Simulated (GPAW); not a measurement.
Set up this calculation in GPAW 26.7.0, as an ASE script.

- Task: RPA correlation energy
- Functional: PBE
- Potentials or basis: GPAW PAW data sets (gpaw-data 1.2.1)
- Cutoff: 550 eV
- Basis: pw
- k mesh: 7 × 7 × 7
- Occupations: fermi-dirac, width 0.001 eV
- Spin: no spin polarisation
- Response ecut: 300 eV
- Kernel: RPA
- Over volumes: no
- N frequencies: 16
- Maxiter: 150
- Skip gamma: no
- Response ecuts: [192.0, 240.0, 300] eV

The structure of C lies in C.xyz:

```xyz
2
Lattice="0.0000000000 1.7833700000 1.7833700000 1.7833700000 0.0000000000 1.7833700000 1.7833700000 1.7833700000 0.0000000000" Properties=species:S:1:pos:R:3 pbc="T T T"
C      2.6750550000      2.6750550000      2.6750550000
C      1.7833700000      1.7833700000      1.7833700000
```

This isn't the form of C at room conditions, which is graphite.

One way to write it, as run:

run.py

```python
import numpy as np
from ase.io import read
from ase.units import Bohr, Ha
from gpaw import GPAW, PW
from gpaw.hybrids.energy import non_self_consistent_energy
from gpaw.xc.rpa import RPACorrelation

atoms = read('C.xyz')

for x in [1.0]:
    ecuts = np.array([192.0, 240.0, 300])
    a = atoms.copy()
    a.set_cell(atoms.cell * x**(1 / 3), scale_atoms=True)
    calc = GPAW(mode=PW(550),
                xc='PBE',
                kpts={'size': (7, 7, 7), 'gamma': True},
                occupations={'name': 'fermi-dirac', 'width': 0.001},
                nbands=11,
                convergence={'density': 1e-06},
                maxiter=150,
                txt=f'gs-{x:.2f}.txt')
    a.calc = calc
    dft = a.get_potential_energy(force_consistent=True)
    calc.write(f'gs-{x:.2f}.gpw')
    exx = non_self_consistent_energy(calc, 'EXX').sum()
    calc.diagonalize_full_hamiltonian(nbands=int(a.get_volume() / Bohr**3 * (ecuts[-1] / Ha)**1.5 * 2**0.5 / 3 / np.pi**2) + 30)
    calc.write(f'full-{x:.2f}.gpw', mode='all')
    ec = RPACorrelation(f'full-{x:.2f}.gpw', ecut=ecuts, nfrequencies=16, skip_gamma=False, txt=f'rpa-{x:.2f}.txt').calculate()
    slope, ec_inf = np.polyfit(ecuts**-1.5, ec, 1)
    print(f'V = {a.get_volume():.4f} A^3: DFT {dft:.5f}, EXX {exx:.5f}, correlation', *ec.round(5), f'extrapolated {ec_inf:.5f}, total {exx + ec_inf:.5f} eV', flush=True)
```

Potentials or basis: GPAW PAW data sets (gpaw-data 1.2.1), pw.

Run with:

```sh
$ OMP_NUM_THREADS=1 python run.py
```

It gave:

- Band gap on the k mesh, mean-field level: 4.26 eV, indirect (least direct gap 5.60 eV)
- RPA total energy per cell: -21.194 eV

Caveat: the k mesh is coarse (spacing up to 0.44 Å⁻¹), so the values aren't converged; the long-wavelength limit can be off by a per cent or two; an odd mesh through Γ misses points on the zone boundary, where band edges often lie.

It took 3.1 min on 1 thread of Intel(R) Xeon(R) Platinum 8488C (Sapphire Rapids), on a shared host, peak memory 0.2 GiB.
